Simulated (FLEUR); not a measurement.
# SiNi (Pmmn) in FLEUR: settings compared

One crystal, SiNi, is run at these levels: PBEsol, PBE; tasks: single point.

Everything below comes from runs of FLEUR MaX-R8.1 (later development tree). Logs are shortened: lines on timing, memory, paths and dates and some standing lists are left out, and cuts for length are marked.

**1. The crystal as given**

Symmetry: Pmmn, No. 59, orthorhombic system. The conventional cell has a = 2.943 Å, b = 3.280 Å, c = 4.677 Å, α = 90.00°, β = 90.00°, γ = 90.00°. Ni (site symmetry mm2) has 6 Si at 2.34 to 2.37 Å and 4 Ni at 2.65 Å as nearest neighbours. Si (site symmetry mm2) is surrounded by 6 Ni at 2.34 to 2.37 Å and 4 Si at 2.65 Å.

The cell is a database's computed one.

**2. Single point, PBEsol, collinear spin, ferromagnetic start**

Input file inp.xml:

```xml
<?xml version="1.0" encoding="UTF-8" standalone="no"?>
<fleurInput fleurInputVersion="0.39">
   <comment>
      SiNi                                                                                                
   </comment>
   <calculationSetup>
      <cutoffs Kmax="5.27" Gmax="16.3" GmaxXC="16.3" numbands="0"/>
      <scfLoop itmax="60" minDistance="0.00001" maxIterBroyd="15" imix="Anderson" alpha="0.05" precondParam="0.0" spinf="2.0" sdNocoIR="T"/>
      <coreElectrons ctail="T" frcor="F" kcrel="0" coretail_lmax="0"/>
      <xcFunctional name="PBEs" relativisticCorrections="F"/>
      <magnetism jspins="2"/>
      <soc l_soc="F" theta="0.0" phi="0.0" spav="F"/>
      <expertModes spex="0" secvar="F"/>
      <geometryOptimization l_f="T" forcealpha="1.0" forcemix="BFGS" epsdisp="0.0005" epsforce="0.0002"/>
      <ldaU l_linMix="F" mixParam="0.05" spinf="1.0"/>
   </calculationSetup>
   <cell>
      <bzIntegration valenceElectrons="60.0" mode="hist" fermiSmearingEnergy="0.00183747">
         <kPointListSelection listName="default-1"/>
         <!-- k-points included here -->
         <xi:include xmlns:xi="http://www.w3.org/2001/XInclude" href="kpts.xml"> </xi:include>
      </bzIntegration>
      <!-- symmetry operations included here -->
      <xi:include xmlns:xi="http://www.w3.org/2001/XInclude" href="sym.xml"> </xi:include>
      <bulkLattice scale="1.0">
         <bravaisMatrix>
            <row-1>    5.5610305949083836     0.0000000000000000     0.0000000000000000</row-1>
            <row-2>    0.0000000000000000     6.1989168701306019     0.0000000000000000</row-2>
            <row-3>    0.0000000000000000     0.0000000000000000     8.8390933387976247</row-3>
         </bravaisMatrix>
      </bulkLattice>
   </cell>
   <atomSpecies>
      <species name="Nickel (Ni1.000" element="Ni" atomicNumber="28">
         <mtSphere radius="2.11" gridPoints="717" logIncrement="0.017"/>
         <atomicCutoffs lmax="9" lnonsphr="9"/>
         <electronConfig flipSpins="F">
            <coreConfig>(1s1/2) (2s1/2) (2p1/2) (2p3/2)</coreConfig>
            <valenceConfig>(3s1/2) (3p1/2) (3p3/2) (4s1/2) (3d3/2) (3d5/2)</valenceConfig>
            <stateOccupation state="(3d3/2)" spinUp="1.6" spinDown="1.6"/>
            <stateOccupation state="(3d5/2)" spinUp="2.9" spinDown="1.9"/>
         </electronConfig>
         <energyParameters s="4" p="4" d="3" f="4"/>
         <lo type="SCLO" l="0" n="3" eDeriv="0"/>
         <lo type="SCLO" l="1" n="3" eDeriv="0"/>
         <lo type="SCLO" l="1" n="3" eDeriv="1"/>
         <lo type="SCLO" l="2" n="3" eDeriv="2"/>
         <lo type="SCLO" l="3" n="4" eDeriv="2"/>
      </species>
      <species name="Silicon (Si)" element="Si" atomicNumber="14">
         <mtSphere radius="1.86" gridPoints="635" logIncrement="0.018"/>
         <atomicCutoffs lmax="8" lnonsphr="8"/>
         <electronConfig flipSpins="F">
            <coreConfig>(1s1/2)</coreConfig>
            <valenceConfig>(2s1/2) (2p1/2) (2p3/2) (3s1/2) (3p1/2) (3p3/2)</valenceConfig>
            <stateOccupation state="(3p1/2)" spinUp="0.333333" spinDown="0.333333"/>
            <stateOccupation state="(3p3/2)" spinUp="0.666667" spinDown="0.666667"/>
         </electronConfig>
         <energyParameters s="3" p="3" d="3" f="4"/>
         <lo type="SCLO" l="0" n="2" eDeriv="0"/>
         <lo type="SCLO" l="1" n="2" eDeriv="0"/>
         <lo type="SCLO" l="2" n="3" eDeriv="2"/>
         <lo type="SCLO" l="3" n="4" eDeriv="2"/>
      </species>
   </atomSpecies>
   <atomGroups>
      <atomGroup species="Nickel (Ni1.000">
         <relPos label="                   1">1.000/4.000 1.000/4.000 .3424955900</relPos>
         <relPos label="                   2">-1.000/4.000 -1.000/4.000 -.3424955900</relPos>
         <force calculate="T" relaxXYZ="TTT"/>
      </atomGroup>
      <atomGroup species="Silicon (Si)">
         <relPos label="                   3">1.000/4.000 1.000/4.000 -.1568568400</relPos>
         <relPos label="                   4">-1.000/4.000 -1.000/4.000 .1568568400</relPos>
         <force calculate="T" relaxXYZ="TTT"/>
      </atomGroup>
   </atomGroups>
   <output dos="F" band="F" slice="F">
      <checks vchk="F" cdinf="F"/>
      <bandDOS minEnergy="-.5*Htr" maxEnergy="0.5*Htr" sigma="0.015" storeEVData="T"/>
      <vacuumDOS vacdos="F" integ="F" star="F" nstars="0" locx1="0.0" locy1="0.0" locx2="0.0" locy2="0.0" nstm="0" tworkf="0.0"/>
      <unfoldingBand unfoldBand="F" supercellX="1" supercellY="1" supercellZ="1"/>
      <plotting iplot="0" polar="F">
         <plot TwoD="T" vec1="  1.0  0.0  0.0" vec2="  0.0  1.0  0.0" vec3="  0.0  0.0  1.0" zero="  0.0  0.0  0.0" file="plot"/>
      </plotting>
      <chargeDensitySlicing numkpt="0" minEigenval="0.0" maxEigenval="0.0" nnne="0" pallst="F"/>
      <specialOutput eonly="F"/>
      <moessbauerParams electricFieldGradient="T" isomerShift="T" coreHyperfine="T" valenceHyperfine="T"/>
      <magneticCircularDichroism mcd="F" energyLo="-10.0" energyUp="0.0"/>
   </output>
  <!-- We include the file relax.xml here to enable relaxations (see documentation) -->
  <xi:include xmlns:xi="http://www.w3.org/2001/XInclude" href="relax.xml"> <xi:fallback/> </xi:include>
</fleurInput>
```

Input file crystal.txt:

```
SiNi
&input cartesian=F /
2.9427706600  0.0000000000  0.0000000000
0.0000000000  3.2803255400  0.0000000000
0.0000000000  0.0000000000  4.6774467600
1.8897261246
1.0 1.0 1.0

4
28 0.5000000000  0.5000000000  0.3424955900 : 1.000
28 0.0000000000  0.0000000000  0.6575044100 : 1.000
14 0.5000000000  0.5000000000  0.8431431600
14 0.0000000000  0.0000000000  0.1568568400

&kpt div1=9 div2=8 div3=6 gamma=T /
```

Potentials or basis: all-electron, FLAPW.

Started as:

```
inpgen -f crystal.txt -profile fastHighL
# inp.xml edited to the form shown
mpirun -n 4 fleur_MPI -pe_per_kpt 1
```

Standard output:

```text
Welcome to FLEUR        (www.flapw.de)
      MaX-Release 8.1          (www.max-centre.eu)

 ========== k-point set info ==========
 Selected k-point list: default-1
 k-point list type: mesh
 9 x 8 x 6
 Number of k points: 100

 ------------Calculation Setup---------------------------
 Number of MPI-tasks      :            4
 Number of PE/node        :            4
 Number of OMP-threads    :            1
 Using exactly            1  PE per kpt
 Using exactly            1  PE per kpt
 k-points in parallel     :            4
 pe's per k-point         :            1
 No of k-point loops      :           25
 Using exactly            1  PE per kpt
 Using exactly            1  PE per kpt
 Eigenvalue solver        :       lapack
 Number of basis functions:          908
 Approximate size of matrices (H+S) per k-point:         0.012 GB
 --------------------------------------------------------
 Iteration:     1   Distance:      22.77413837 me/bohr^3
 Iteration:     2   Distance:      21.50756386 me/bohr^3
 Iteration:     3   Distance:      18.15462207 me/bohr^3
 Iteration:     4   Distance:       9.36605885 me/bohr^3
 Iteration:     5   Distance:       7.88430706 me/bohr^3
 Iteration:     6   Distance:       8.02199444 me/bohr^3
 Iteration:     7   Distance:       2.53088119 me/bohr^3
 Iteration:     8   Distance:       1.24002543 me/bohr^3
 Iteration:     9   Distance:       0.53253128 me/bohr^3
 Iteration:    10   Distance:       0.27516374 me/bohr^3
 Iteration:    11   Distance:       0.17592554 me/bohr^3
 Iteration:    12   Distance:       0.05683630 me/bohr^3
 Iteration:    13   Distance:       0.06824799 me/bohr^3
 Iteration:    14   Distance:       0.00913886 me/bohr^3
 Iteration:    15   Distance:       0.01307700 me/bohr^3
 Iteration:    16   Distance:       0.01262747 me/bohr^3
 Iteration:    17   Distance:       0.01022831 me/bohr^3
 Iteration:    18   Distance:       0.00147922 me/bohr^3
 Iteration:    19   Distance:       0.00055384 me/bohr^3
 Iteration:    20   Distance:       0.00017373 me/bohr^3
 Iteration:    21   Distance:       0.00014476 me/bohr^3
 Iteration:    22   Distance:       0.00003686 me/bohr^3
 Iteration:    23   Distance:       0.00000835 me/bohr^3

 Reset of history

 ********************************************************************
 Run finished successfully
 Stop message:
   Structural relaxation: new displacements generated
 ********************************************************************
```

It took 14 min on 4 MPI ranks of Intel Xeon Platinum 8175M at 2.50GHz (Skylake/Cascade Lake), shared host.

Results:

```
Free energy                                           : -98456.6938 eV
Largest force                                         : 0.093 eV/Å
Band gap on the k mesh                                : none (metal or under the smearing width)
Net moment                                            : 0.00 μB per cell
Valence electrons inside the program's atomic spheres : Ni 16.80; Si 9.43 (radii Ni 2.11, Si 1.86 bohr)
```

Forces on the atoms (eV/Å):
```
Ni   0.000  0.000  0.058
Ni   0.000  0.000 -0.058
Si   0.000  0.000 -0.093
Si   0.000  0.000  0.093
```

Levels at points of the mesh, in eV from the Fermi level:
Spin up:
| k point | band 26 | band 27 | band 28 | band 29 | band 30 | band 31 | band 32 | band 33 | band 34 | band 35 |
| --- | --- | --- | --- | --- | --- | --- | --- | --- | --- | --- |
| (0.00, 0.00, 0.00) | -2.73 | -2.35 | -2.06 | -2.03 | -1.39 | 1.22 | 2.73 | 5.17 | 5.55 | 7.27 |
| (0.00, 0.00, 0.50) | -2.81 | -2.73 | -2.11 | 1.11 | 1.56 | 1.95 | 2.40 | 2.92 | 3.63 | 4.48 |
| (0.00, 0.50, 0.00) | -2.81 | -2.28 | -2.28 | -2.21 | -2.21 | 1.15 | 1.15 | 4.99 | 4.99 | 7.87 |
| (0.00, 0.50, 0.50) | -2.59 | -2.07 | -2.07 | -2.06 | -2.06 | 5.22 | 5.22 | 5.41 | 5.41 | 7.14 |
Spin down:
| k point | band 27 | band 28 | band 29 | band 30 | band 31 | band 32 | band 33 | band 34 |
| --- | --- | --- | --- | --- | --- | --- | --- | --- |
| (0.00, 0.00, 0.00) | -2.35 | -2.06 | -2.03 | -1.39 | 1.22 | 2.73 | 5.17 | 5.55 |
| (0.00, 0.00, 0.50) | -2.73 | -2.11 | 1.11 | 1.56 | 1.95 | 2.40 | 2.92 | 3.63 |
| (0.00, 0.50, 0.00) | -2.28 | -2.28 | -2.21 | -2.21 | 1.15 | 1.15 | 4.99 | 4.99 |
| (0.00, 0.50, 0.50) | -2.07 | -2.07 | -2.06 | -2.06 | 5.22 | 5.22 | 5.41 | 5.41 |

Core levels (eV from the Fermi level):
```tsv
atom	levels
1 Ni	1s1/2 -8195.5, 2s1/2 -973.5, 2p1/2 -848.6, 2p3/2 -831.1
2 Ni	1s1/2 -8195.5, 2s1/2 -973.5, 2p1/2 -848.6, 2p3/2 -831.1
3 Si	1s1/2 -1777.5
4 Si	1s1/2 -1777.5
```

**3. Single point, PBE, collinear spin, ferromagnetic start**

Changes to inp.xml since step 2:

```diff
@@ -6,6 +6,6 @@
    <calculationSetup>
-      <cutoffs Kmax="5.27" Gmax="16.3" GmaxXC="16.3" numbands="0"/>
+      <cutoffs Kmax="3.5" Gmax="17.5" GmaxXC="17.5" numbands="0"/>
       <scfLoop itmax="60" minDistance="0.00001" maxIterBroyd="15" imix="Anderson" alpha="0.05" precondParam="0.0" spinf="2.0" sdNocoIR="T"/>
       <coreElectrons ctail="T" frcor="F" kcrel="0" coretail_lmax="0"/>
-      <xcFunctional name="PBEs" relativisticCorrections="F"/>
+      <xcFunctional name="pbe" relativisticCorrections="F"/>
       <magnetism jspins="2"/>
@@ -13,3 +13,3 @@
       <expertModes spex="0" secvar="F"/>
-      <geometryOptimization l_f="T" forcealpha="1.0" forcemix="BFGS" epsdisp="0.0005" epsforce="0.0002"/>
+      <geometryOptimization l_f="F" forcealpha="1.0" forcemix="BFGS" epsdisp="0.00001" epsforce="0.00001"/>
       <ldaU l_linMix="F" mixParam="0.05" spinf="1.0"/>
@@ -34,4 +34,4 @@
       <species name="Nickel (Ni1.000" element="Ni" atomicNumber="28">
-         <mtSphere radius="2.11" gridPoints="717" logIncrement="0.017"/>
-         <atomicCutoffs lmax="9" lnonsphr="9"/>
+         <mtSphere radius="2.15" gridPoints="717" logIncrement="0.017"/>
+         <atomicCutoffs lmax="8" lnonsphr="6"/>
          <electronConfig flipSpins="F">
@@ -50,4 +50,4 @@
       <species name="Silicon (Si)" element="Si" atomicNumber="14">
-         <mtSphere radius="1.86" gridPoints="635" logIncrement="0.018"/>
-         <atomicCutoffs lmax="8" lnonsphr="8"/>
+         <mtSphere radius="1.9" gridPoints="635" logIncrement="0.018"/>
+         <atomicCutoffs lmax="7" lnonsphr="5"/>
          <electronConfig flipSpins="F">
```

crystal.txt is that of step 2.

Potentials or basis: all-electron, FLAPW.

Started as:

```
inpgen -f crystal.txt -profile veryFastHighL
# inp.xml edited to the form shown
fleur_MPI
```

It took 3.1 min on 1 thread of Arm Neoverse V2, shared host; peak memory 0.12 GiB.

The run converged. Its results:

```
Free energy                                           : -98553.7207 eV
Band gap on the k mesh                                : none (metal or under the smearing width)
Net moment                                            : 0.00 μB per cell
Valence electrons inside the program's atomic spheres : Ni 16.90; Si 9.53 (radii Ni 2.15, Si 1.9 bohr)
```

Levels at points of the mesh, in eV from the Fermi level:
Spin up:
| k point | band 28 | band 29 | band 30 | band 31 | band 32 | band 33 |
| --- | --- | --- | --- | --- | --- | --- |
| (0.00, 0.00, 0.00) | -2.04 | -2.02 | -1.41 | 1.21 | 2.73 | 5.16 |
| (0.00, 0.00, 0.50) | -2.08 | 1.11 | 1.54 | 1.95 | 2.40 | 2.91 |
| (0.00, 0.50, 0.00) | -2.27 | -2.21 | -2.21 | 1.15 | 1.15 | 4.98 |
| (0.00, 0.50, 0.50) | -2.07 | -2.05 | -2.05 | 5.21 | 5.21 | 5.40 |
Spin down:
| k point | band 26 | band 27 | band 28 | band 29 | band 30 | band 31 | band 32 | band 33 | band 34 | band 35 |
| --- | --- | --- | --- | --- | --- | --- | --- | --- | --- | --- |
| (0.00, 0.00, 0.00) | -2.73 | -2.35 | -2.04 | -2.02 | -1.41 | 1.21 | 2.73 | 5.16 | 5.55 | 7.26 |
| (0.00, 0.00, 0.50) | -2.81 | -2.72 | -2.08 | 1.11 | 1.54 | 1.95 | 2.40 | 2.91 | 3.62 | 4.47 |
| (0.00, 0.50, 0.00) | -2.80 | -2.27 | -2.27 | -2.21 | -2.21 | 1.15 | 1.15 | 4.98 | 4.98 | 7.88 |
| (0.00, 0.50, 0.50) | -2.58 | -2.07 | -2.07 | -2.05 | -2.05 | 5.21 | 5.21 | 5.40 | 5.40 | 7.14 |

Core levels (eV from the Fermi level):
```
atom                                                   levels
1 Ni  1s1/2 -8203.3, 2s1/2 -974.4, 2p1/2 -849.0, 2p3/2 -831.5
2 Ni  1s1/2 -8203.3, 2s1/2 -974.4, 2p1/2 -849.0, 2p3/2 -831.5
3 Si                                            1s1/2 -1780.8
4 Si                                            1s1/2 -1780.8
```
